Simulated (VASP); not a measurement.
# BAs (F-43m) in VASP: notebook, part 2 of 2

VASP 6.6.1. The steps go on from the part before.

## Step 3: Single point, HSE(alpha, omega)

Contents of POSCAR:

```
BAs
1.0
    0.0000000000      2.3885000000      2.3885000000
    2.3885000000      0.0000000000      2.3885000000
    2.3885000000      2.3885000000      0.0000000000
As B
1 1
Direct
    0.7500000000      0.7500000000      0.7500000000
    0.0000000000      0.0000000000      0.0000000000
```

Contents of INCAR.step1:

```
SYSTEM = BAs
PREC = Accurate ; ENCUT = 520
EDIFF = 1E-5 ; ISMEAR = -1
SIGMA = 0.05 ; LREAL = .FALSE.
LASPH = .TRUE. ; NELM = 60
ALGO = Normal ; ISIF = 2
LWAVE = .TRUE. ; LCHARG = .FALSE.
NBANDS = 11 ; GGA = PE
```

Contents of INCAR.step2:

```
SYSTEM = BAs
PREC = Accurate ; ENCUT = 520
EDIFF = 1E-7 ; ISMEAR = -1
SIGMA = 0.05 ; LREAL = .FALSE.
LASPH = .TRUE. ; NELM = 60
ALGO = Normal ; ISIF = 2
LWAVE = .FALSE. ; LCHARG = .FALSE.
GGA = PE ; LHFCALC = .TRUE.
HFSCREEN = 0.6 ; AEXX = 0.25
PRECFOCK = Fast ; NBANDS = 11
ISTART = 1
```

Contents of KPOINTS:

```
regular mesh
0
G
  5 5 5
  0 0 0
```

Potentials or basis: VASP PAW PBE potentials, release 64 (As, B).

Started as:

```console
cat potpaw_PBE.64/As/POTCAR potpaw_PBE.64/B/POTCAR > POTCAR
cp INCAR.step1 INCAR
mpirun -np 1 vasp_std > vasp.out
cp INCAR.step2 INCAR
mpirun -np 1 vasp_std > vasp.out
```

OUTCAR:

```text
SYSTEM = BAs
   PREC = Accurate
   ENCUT = 520
   EDIFF = 1E-7
   ISMEAR = -1
   LREAL = .FALSE.
   LASPH = .TRUE.
   NELM = 60
   ISIF = 2
   GGA = PE
   LHFCALC = .TRUE.
   HFSCREEN = 0.6
   AEXX = 0.25
   PRECFOCK = Fast
   ISTART = 1

 ion  position               nearest neighbor table
   1  0.750  0.750  0.750-   2 2.07   2 2.07   2 2.07   2 2.07
   2  0.000  0.000  0.000-   1 2.07   1 2.07   1 2.07   1 2.07

  LATTYP: Found a face centered cubic cell.
 ALAT       =     4.7770000000

  Lattice vectors:

 A1 = (   0.0000000000,   2.3885000000,   2.3885000000)
 A2 = (   2.3885000000,   0.0000000000,   2.3885000000)
 A3 = (   2.3885000000,   2.3885000000,   0.0000000000)

Analysis of symmetry for initial positions (statically):
=====================================================================
 Subroutine PRICEL returns:
 Original cell was already a primitive cell.

 Routine SETGRP: Setting up the symmetry group for a
 face centered cubic supercell.

 Subroutine GETGRP returns: Found 24 space group operations
 (whereof 24 operations were pure point group operations)
 out of a pool of 48 trial point group operations.

The static configuration has the point symmetry T_d .

Analysis of symmetry for dynamics (positions and initial velocities):
=====================================================================
 Subroutine PRICEL returns:
 Original cell was already a primitive cell.

 Routine SETGRP: Setting up the symmetry group for a
 face centered cubic supercell.

 Subroutine GETGRP returns: Found 24 space group operations
 (whereof 24 operations were pure point group operations)
 out of a pool of 48 trial point group operations.

The dynamic configuration has the point symmetry T_d .

 Subroutine INISYM returns: Found 24 space group operations
 (whereof 24 operations are pure point group operations),
 and found     1 'primitive' translations

----------------------------------------------------------------------------------------

                                     Primitive cell

  volume of cell :      27.2525

  direct lattice vectors                    reciprocal lattice vectors
     0.000000000  2.388500000  2.388500000    -0.209336404  0.209336404  0.209336404
     2.388500000  0.000000000  2.388500000     0.209336404 -0.209336404  0.209336404
     2.388500000  2.388500000  0.000000000     0.209336404  0.209336404 -0.209336404

  length of vectors
     3.377849094  3.377849094  3.377849094     0.362581287  0.362581287  0.362581287

  position of ions in fractional coordinates (direct lattice)
     0.750000000  0.750000000  0.750000000
     0.000000000  0.000000000  0.000000000

  ion indices of the primitive-cell ions
   primitive index   ion index
                 1           1
                 2           2

----------------------------------------------------------------------------------------

 KPOINTS: regular mesh

Automatic generation of k-mesh.
 Grid dimensions read from file:
 generate k-points for:    5    5    5

 Generating k-lattice:

  Cartesian coordinates                     Fractional coordinates (reciprocal lattice)
[... 32 lines left out ...]
   ions per type =               1   1
   NGX,Y,Z   is equivalent  to a cutoff of  13.78, 13.78, 13.78 a.u.
   NGXF,Y,Z  is equivalent  to a cutoff of  27.56, 27.56, 27.56 a.u.
 SYSTEM =  BAs
   PREC   = accura    normal or accurate (medium, high low for compatibility)
   ISTART =      1    job   : 0-new  1-cont  2-samecut
   ICHARG =      0    charge: 1-file 2-atom 10-const
   ISPIN  =      1    spin polarized calculation?
   LNONCOLLINEAR =      F non collinear calculations
   LSORBIT =      F    spin-orbit coupling
   LASPH  =      T    aspherical Exc in radial PAW
   ENCUT  =  520.0 eV  38.22 Ry    6.18 a.u.   6.28  6.28  6.28*2*pi/ulx,y,z
   NELM   =     60;   NELMIN=  2; NELMDL=  0     # of ELM steps
   EDIFF  = 0.1E-06   stopping-criterion for ELM
   LREAL  =      F    real-space projection
   EDIFFG = 0.1E-05   stopping-criterion for IOM
   NSW    =      0    number of steps for IOM
   IBRION =     -1    ionic relax: 0-MD 1-quasi-New 2-CG
   NFREE  =      0    steps in history (QN), initial steepest desc. (CG)
   ISIF   =      2    stress and relaxation
   ISYM   =      3    0-nonsym 1-usesym 2-fastsym
   POTIM  = 0.5000    time-step for ionic-motion
   TEBEG  =    0.0;   TEEND  =   0.0 temperature during run
   PSTRESS=    0.0 pullay stress
   NELECT =       8.0000    total number of electrons
   NUPDOWN=      -1.0000    fix difference up-down
   EMIN   =  10.00;   EMAX   =-10.00  energy-range for DOS
   EFERMI =   0.00;   METHOD = LEGACY
   ISMEAR =    -1;   SIGMA  =   0.05  broadening in eV -4-tet -1-fermi 0-gaus
   EFERMI_NEDOS =   21; number of points for ismear=-14 and -15
   IALGO  =     38    algorithm
   IMIX   =      1    mixing-type and parameters
     AMIX     =   0.40;   BMIX     =  1.00
     AMIX_MAG =   1.60;   BMIX_MAG =  1.00
  volume/ion in A,a.u.               =      13.63        91.95
  Fermi-wavevector in a.u.,A,eV,Ry     =   1.088018  2.056057 16.106360  1.183784
  Thomas-Fermi vector in A             =   2.224191
   LORBIT       =      0    0 simple, 1 ext, 2 COOP (PROOUT), +10 PAW based schemes
   GGA     = PE    functional components
   LHFCALC =     T    Hartree Fock is set to
   PRECFOCK=fast      Normal, Fast or Accurate (Low or Medium for compatibility)
   ENCUT4O =  -1.0   cutoff for four orbital integrals eV
   NKREDX  =     1    reduce k-point grid by
   NKREDY  =     1    reduce k-point grid by
   NKREDZ  =     1    reduce k-point grid by
   AEXX    =    0.2500 exact exchange contribution
   HFSCREEN=    0.6000 screening length (either q_TF or 0.3 A-1)
   HFSCREENC=   0.6000 screening length for correlation (either q_TF or 0.3 A-1)
   ENCUTFOCK=  -1.0 apply spherical cutoff to Coloumb kernel
   IVDW    =     0    specifies the selected vdW correction
   LEPSILON=     F    determine dielectric tensor
   LRPA    =     F    only Hartree local field effects (RPA)
 non-spin polarized calculation
  energy-cutoff  :      520.00
  volume of cell :       27.25
 maximum number of plane-waves:       745
 NGX is ok and might be reduce to    28
  NGX = 16; NGY = 16; NGZ = 16

 number of electron       8.0000000 magnetization

 Free energy of the ion-electron system (eV)
  ---------------------------------------------------
  ext. energy  EPLUGINS =         0.00000000
  ---------------------------------------------------
  free energy    TOTEN  =       -12.10827554 eV

  energy without entropy =      -12.10827544  energy(sigma->0) =      -12.10827549

 E-fermi :   6.6580     XC(G=0):  -9.2956

 val. band max:        5.9847725369   @ k =   0.0000   0.0000   0.0000
 cond. band min:       7.3657741402   @ k =   0.4000   0.4000   0.0000
 fundamental gap:      1.3810016033
 Fermi energy:         6.6579660508

 k-point     1 :       0.0000    0.0000    0.0000
  band No.  band energies     occupation
      1     -10.3280      2.00000
      2       5.9848      2.00000
      3       5.9848      2.00000
      4       5.9848      2.00000
      5       9.5785      0.00000
      6       9.5785      0.00000
      7       9.5785      0.00000
      8      11.1939      0.00000
      9      16.0039      0.00000
     10      19.3451      0.00000
     11      19.3451      0.00000
[... 113 lines left out ...]
 k-point    10 :      -0.4000    0.4000    0.2000
  band No.  band energies     occupation
      1      -6.3320      2.00000
      2      -2.0880      2.00000
      3       0.2987      2.00000
      4       1.6620      2.00000
      5      10.7446      0.00000
      6      11.6696      0.00000
      7      12.5042      0.00000
      8      16.2717      0.00000
      9      17.6516      0.00000
     10      20.7400      0.00000
     11      23.3589      0.00000

------------------------ aborting loop because EDIFF is reached ----------------------------------------

  FORCE on cell =-STRESS in cart. coord.  units (eV):
  Direction    XX          YY          ZZ          XY          YZ          ZX
  --------------------------------------------------------------------------------------
  -------------------------------------------------------------------------------------
  Total        0.1964180      0.1964180      0.1964180      0.0000000      0.0000000      0.0000000
  in kB       11.5474507     11.5474507     11.5474507      0.0000000      0.0000000      0.0000000
  external PRESSURE =      11.5474507 kB  Pullay stress =       0.0000000 kB

 VOLUME and BASIS-vectors are now :
 -----------------------------------------------------------------------------
  energy-cutoff  :      520.00
  volume of cell :       27.25
      direct lattice vectors                 reciprocal lattice vectors
     0.000000000  2.388500000  2.388500000    -0.209336404  0.209336404  0.209336404
     2.388500000  0.000000000  2.388500000     0.209336404 -0.209336404  0.209336404
     2.388500000  2.388500000  0.000000000     0.209336404  0.209336404 -0.209336404

 POSITION                                       TOTAL-FORCE (eV/Angst)
 -----------------------------------------------------------------------------------
      3.58275      3.58275      3.58275         0.000000      0.000000      0.000000
      0.00000      0.00000      0.00000        -0.000000     -0.000000     -0.000000
 -----------------------------------------------------------------------------------
    total drift:                                0.000000      0.000000     -0.000000

  FREE ENERGIE OF THE ION-ELECTRON SYSTEM (eV)
  ---------------------------------------------------
  free  energy   TOTEN  =       -12.1082755374 eV

  energy  without entropy=      -12.1082754363  energy(sigma->0) =      -12.10827549
```

Run time: 64 s. Hardware: 1 thread of AMD EPYC 9R45 (Zen 5), shared host; peak memory 0.23 GiB.

What came out:

```
Free energy            : -12.1083 eV
Pressure               : 1.2 GPa
Band gap on the k mesh : 1.38 eV, indirect (least direct gap 3.59 eV)
```

Caveat: the k mesh is coarse (spacing up to 0.46 Å⁻¹), so the values aren't converged, least of all with exact exchange; the PAW data sets were made with another functional, which shifts forces and pressure a little; an odd mesh through Γ misses points on the zone boundary, where band edges often lie.

## Step 4: Single point, PBEsol

Contents of INCAR:

```
SYSTEM = BAs
PREC = Accurate
ENCUT = 520
EDIFF = 1E-6
ISMEAR = 0
SIGMA = 0.05
LREAL = .FALSE.
LASPH = .TRUE.
NELM = 60
ALGO = Normal
ISIF = 2
LWAVE = .FALSE.
LCHARG = .FALSE.
GGA = PS
NBANDS = 11
```

Contents of KPOINTS:

```
regular mesh
0
G
  10 10 10
  0 0 0
```

POSCAR is that of step 3.

Started as:

```console
cat potpaw_PBE.64/As/POTCAR potpaw_PBE.64/B/POTCAR > POTCAR
mpirun -np 1 vasp_std > vasp.out
```

Run time: 7.1 s. Hardware: 1 thread of AMD EPYC 9R45 (Zen 5), shared host; peak memory 0.13 GiB.

It converged, with:

```yaml
Free_energy: -12.2039 eV
Pressure: 0.1 GPa
Band_gap_on_the_k_mesh: 1.08 eV, indirect (least direct gap 3.24 eV)
```

Levels at points of the mesh, in eV from the valence-band top:
```
           k point  band 1  band 2  band 3  band 4  band 5  band 6  band 7  band 8  band 9
(0.00, 0.00, 0.00)  -15.44    0.00    0.00    0.00    3.24    3.24    3.24    4.68    9.35
(0.50, 0.00, 0.00)  -12.55   -8.83   -1.83   -1.83    2.65    4.73    4.73    8.71   12.55
(0.50, 0.50, 0.00)  -11.24   -8.53   -4.11   -4.11    1.31    1.34   11.34   11.34   12.78
```

Caveat: the PAW data sets were made with another functional, which shifts forces and pressure a little. A hybrid or GW would open this gap; PBEsol tends to underestimate it.

## Step 5: Single point, PBEsol

Contents of run.py:

```python
from ase.calculators.vasp import Vasp
from ase.dft.bandgap import bandgap
from ase.io import read

atoms = read('BAs.cif')
calc = Vasp(
    directory='calc',
    xc='pbesol',
    pp='PBE',
    setups='recommended',
    prec='Accurate',
    encut=520,
    ediff=1e-06,
    ismear=0,
    sigma=0.05,
    lreal=False,
    lasph=True,
    nelm=60,
    algo='Normal',
    isif=2,
    lwave=False,
    lcharg=False,
    kpts=[10, 10, 10],
    gamma=True,
    nbands=11,
)
atoms.calc = calc

print('energy (eV):', atoms.get_potential_energy())
print('free energy (eV):', atoms.get_potential_energy(force_consistent=True))
print('forces (eV/A):')
print(atoms.get_forces())
print('stress (eV/A^3, Voigt):', atoms.get_stress())
print('Fermi level (eV):', calc.get_fermi_level())
gap, top, bottom = bandgap(calc)
print('band gap (eV):', gap, 'from (spin, k, band)', top, 'to', bottom)
```

Contents of BAs.cif:

```cif
data_BAs
_cell_length_a 3.37784909
_cell_length_b 3.37784909
_cell_length_c 3.37784909
_cell_angle_alpha 60.00000000
_cell_angle_beta 60.00000000
_cell_angle_gamma 60.00000000
_space_group_name_H-M_alt 'P1'
_space_group_name_Hall 'P 1'
_space_group_IT_number 1
loop_
_space_group_symop_operation_xyz
'x,y,z'
loop_
_atom_site_label
_atom_site_type_symbol
_atom_site_symmetry_multiplicity
_atom_site_Wyckoff_symbol
_atom_site_fract_x
_atom_site_fract_y
_atom_site_fract_z
_atom_site_occupancy
As1 As 1 a 0.7500000000 0.7500000000 0.7500000000 1
B1 B 1 a 0.0000000000 0.0000000000 0.0000000000 1
```

Started as:

```console
python run.py
```

It took 9.3 s on 1 thread of AMD EPYC 9R45 (Zen 5), shared host; peak memory 0.13 GiB.

It converged, with:

| Item | Value |
| --- | --- |
| Free energy | -12.2039 eV |
| Pressure | 0.1 GPa |
| Band gap on the k mesh | 1.08 eV, indirect (least direct gap 3.24 eV) |

Levels at points of the mesh, in eV from the valence-band top:
```tsv
k point	band 1	band 2	band 3	band 4	band 5	band 6	band 7	band 8	band 9
(0.00, 0.00, 0.00)	-15.44	0.00	0.00	0.00	3.24	3.24	3.24	4.68	9.35
(0.50, 0.00, 0.00)	-12.55	-8.83	-1.83	-1.83	2.65	4.73	4.73	8.71	12.55
(0.50, 0.50, 0.00)	-11.24	-8.53	-4.11	-4.11	1.31	1.34	11.34	11.34	12.78
```

Caveat: the PAW data sets were made with another functional, which shifts forces and pressure a little.

## Step 6: The reference run

An earlier run on the cell as given: functional PBE; potentials or basis VASP PAW PBE potentials, release 64 (As, B); cutoff 520 eV; k mesh 10 × 10 × 10; occupations fermi-dirac, width 0.05 eV; no spin polarisation.

* Pressure: 3.4 GPa
* Band gap on the k mesh: 1.18 eV, indirect (least direct gap 3.28 eV)

## Step 7: The runs side by side

```tsv
level	k mesh	smearing	screening parameter	grid for exact exchange (PRECFOCK)	mesh quality	gap on the mesh (eV)	pressure (GPa)
HSE(alpha, omega)	5 × 5 × 5	fermi-dirac 0.05 eV	0.4	Fast	coarse	1.54	0.4
HSE(alpha, omega)	5 × 5 × 5	fermi-dirac 0.05 eV	0.6	Fast	coarse	1.38	1.2
PBEsol	10 × 10 × 10	gaussian 0.05 eV	-	-	not flagged	1.08	0.1
PBE	10 × 10 × 10	fermi-dirac 0.05 eV	-	-	not flagged	1.18	3.4
```

Alike in all rows: task single point; potentials or basis VASP PAW PBE potentials, release 64 (As, B); no spin polarisation; cell as given; cutoff (eV) 520.

Caveats: some runs use coarse meshes; the PAW data sets were made with another functional, which shifts forces and pressure a little (some runs); an odd mesh through Γ misses points on the zone boundary, where band edges often lie (some runs).

Total energies depend on the potentials used, so only differences within one code and one set of settings carry meaning.
